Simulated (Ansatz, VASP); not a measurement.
## Pb in VASP and in Ansatz

Contents of INCAR:

```
SYSTEM = Pb
  PREC = Accurate
  ENCUT = 600
  EDIFF = 1E-6
  ISMEAR = -1
  SIGMA = 0.05
  LREAL = .FALSE.
  LASPH = .TRUE.
  NELM = 80
  ALGO = Normal
  ISIF = 3
  LWAVE = .FALSE.
  LCHARG = .FALSE.
  GGA = PE
  IBRION = 2
  NSW = 40
  EDIFFG = -0.01
```

Contents of KPOINTS:

```
regular mesh
0
G
  7 7 4
  0 0 0
```

The input POSCAR:

```
Pb
1.0
    3.4800000000      0.0000000000      0.0000000000
   -1.7400000000      3.0137684052      0.0000000000
    0.0000000000      0.0000000000      5.5900000000
Pb
2
Direct
    0.6666666667      0.3333333333      0.7500000000
    0.3333333333      0.6666666667      0.2500000000
```

The input input.yaml:

```yaml
crystal:
  lattice:
    - [3.48, 0.0, 0.0]
    - [-1.74, 3.0137684052, 0.0]
    - [0.0, 0.0, 5.59]
  atoms:
    - { symbol: Pb, position: [0.6666666667, 0.3333333333, 0.75] }
    - { symbol: Pb, position: [0.3333333333, 0.6666666667, 0.25] }
hamiltonian:
  xc: pbe
  pseudopotentials: { kind: paw }
kpoints:
  mp_grid: { grid: [7, 7, 4] }
scf:
  occupations: { method: fermi_dirac, width: 0.05 }
output:
  forces: true
  stress: true
  eigenvalues: true
relax:
  f_tol: 0.01
  max_steps: 40
  cell: { stress_tol: 0.05 }
```

This isn't the form of Pb at room conditions, which is fcc.

Alike in both runs: task relaxation of cell and atoms; functional PBE; k mesh 7 × 7 × 4; occupations fermi-dirac, width 0.05 eV; no spin polarisation.

```csv
,VASP,Ansatz
version,VASP 6.6.1,Ansatz 0.2.0
potentials or method,"VASP PAW PBE potentials, release 64 (Pb_d)",Ansatz PAW
plane-wave cutoff (eV),600,420
valence electrons in the cell,28,28
```

VASP gave:

| Quantity | Value |
| --- | --- |
| gap on the k mesh at the Fermi level, each at its own relaxed structure (eV) | none |
| relaxed volume (Å³/atom) | 31.73 |
| relaxed cell length with the largest relative difference (Å) | 5.687 |
| energy change over the relaxation (meV/atom) | -26 |

Problem. Which values does Ansatz return?

Solution. gap on the k mesh at the Fermi level, each at its own relaxed structure (eV): none; relaxed volume (Å³/atom): 31.72; relaxed cell length with the largest relative difference (Å): 5.689; energy change over the relaxation (meV/atom): -27.

A gap of «none» marks a metal or a gap that the smearing closes.

Caveats: the plane-wave basis is chosen anew once the cell has moved, so the energies of steps on either side of that aren't comparable (Ansatz). The runs have no spin-orbit coupling, so splittings on Pb are missing. PBE usually gives volumes a little too large and moduli too small. Zero-point motion and thermal expansion aren't in these numbers.
